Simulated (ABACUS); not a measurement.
Crystal: Al2Au.

```
Au Al
1.0
    -0.04500    2.95500    3.00000
     2.95500   -0.04500    3.00000
     2.91000    2.91000    0.00000
Au Al
1 2
Direct
  0.00000 0.00000 0.00000
  0.75000 0.75000 0.75000
  0.25000 0.25000 0.25000
```

The cell isn't the ideal one: cell strained by -0.03 along c.

| Quantity | Value |
| --- | --- |
| Program | ABACUS 3.10.1 |
| Task | relaxation of the atoms |
| Functional | PBE |
| Potentials or basis | PseudoDojo NC SR 0.4.1 PBE standard |
| Cutoff | 1034 eV |
| Density cutoff | 4136 eV |
| Basis | plane waves |
| k mesh | 6 × 6 × 6 |
| Occupations | fermi-dirac, width 0.05 eV |
| Spin | no spin polarisation |

At the start: pressure 7.4 GPa; volume 17.46 Å³/atom.

Question: Where does the relaxation end?

Answer: Over 3 steps the energy falls by 3.2 meV/atom; space group Immm (No. 71, to 0.05 Å).

Step by step:
```csv
step,energy change (eV),largest force (eV/Å),pressure (GPa)
1,0.0000,0.2781,7.38
2,-0.0062,0.1677,7.31
3,-0.0096,0.0014,7.24
```

Final structure:
```xyz
3
Lattice="-0.0450 2.9550 3.0000 2.9550 -0.0450 3.0000 2.9100 2.9100 0.0000" Properties=species:S:1:pos:R:3 pbc="T T T"
Au    0.0000    0.0000    0.0000
Al    4.3650    4.3650    4.4666
Al    1.4550    1.4550    1.5334
```
